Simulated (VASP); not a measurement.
Runs of VASP 6.6.1 on CoO. The structure is tetragonal, space group I4/mmm (No. 139). The conventional cell has a = 3.016 Å, b = 3.016 Å, c = 4.214 Å, α = 90.00°, β = 90.00°, γ = 90.00°. Co (site symmetry 4/mmm) has 6 O at 2.11 to 2.13 Å as nearest neighbours. O (site symmetry 4/mmm) is surrounded by 6 Co at 2.11 to 2.13 Å. 

```tsv
level	cutoff (eV)	smearing	gap on the mesh (eV)	pressure (GPa)	moment (μB)
PBE	520	gaussian 0.02 eV	none	-0.5	(b)
RPBE	500	gaussian 0.05 eV	none	(a)	2.95
PBE	520	fermi-dirac 0.05 eV	none	-0.5	2.88
PBEsol	520	gaussian 0.1 eV	none	-9.8	2.93
```

Alike in all rows: task single point; potentials or basis VASP PAW PBE potentials, release 64 (Co, O); spin collinear, ferromagnetic start; cell as given; k mesh 12 × 12 × 12.

**Question.** Fill in the values left out.

**Answer.** (a) 5.6; (b) 2.92.

Caveats: a cell with one magnetic atom can't hold antiferromagnetic order, which such compounds often take; semilocal functionals often make such compounds metallic where correlation or magnetic order opens a gap, which also shifts bond lengths; the PAW data sets were made with another functional, which shifts forces and pressure a little (some runs).

A k mesh can miss the band edges.

A gap of «none» marks a metal or a gap under the smearing width.

Not every run made on this cell is shown here.
